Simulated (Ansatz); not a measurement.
## How far is this Na₂H from the hull?

All numbers below come from Ansatz, DFT PBE, scalar-relativistic, plane waves, PAW. Settings: cutoff 420 eV, Γ-centred meshes spaced at most about 0.3 Å⁻¹, and about 0.25 Å⁻¹ or finer for metals (2π included), Gaussian smearing. No spin polarisation.

Formation energies are uncorrected and refer to the elements' standard structures at the same level (H₂ as a molecule).

All energies are static (0 K, no zero-point motion). With hydrogen, zero-point motion can shift formation energies by some tens of meV/atom.

The competitors are the elements and 1 reference phase of this chemical system (from databases or known types: NaH), relaxed at the same level; other known phases may be missing.

The candidate was reached from: 6-connected net, two elements spread over the vertices, changed on relaxing.

```yaml
crystal:
  lattice:
    - [4.65514, 0.00000, 0.00000]
    - [0.00000, 4.65514, 0.00000]
    - [0.00000, 0.00000, 3.49162]
  atoms:
    - { symbol: Na, position: [0.00000, 0.50000, 0.00000] }
    - { symbol: Na, position: [0.50000, 0.00000, 0.00000] }
    - { symbol: H, position: [0.50000, 0.50000, 0.00000] }
```

The lowest competing mixture at this composition:

```tsv
phase	space group	source	share of atoms	ΔE_f (eV/atom)
Na	-	element	0.3333	-0.0014
NaH	Fm-3m (No. 225)	COD	0.6667	-0.196
```

The lowest database cell of Na (-0.0014) lies slightly below the reference, hence the non-zero entry.

**Question.** What are the hull's energy here, the candidate's formation energy and its margin?

**Answer.** The hull lies at -0.131 eV/atom, the weighted sum of the last column. The candidate has 0.125 eV/atom, which is 0.26 eV/atom above it. The candidate matches no cell in the subsets of the Crystallography Open Database and the Materials Project at hand. The margin is far too high for a likely synthesis. Shaken at random and relaxed again it fell by 132 meV/atom, so it probably isn't a firm minimum.
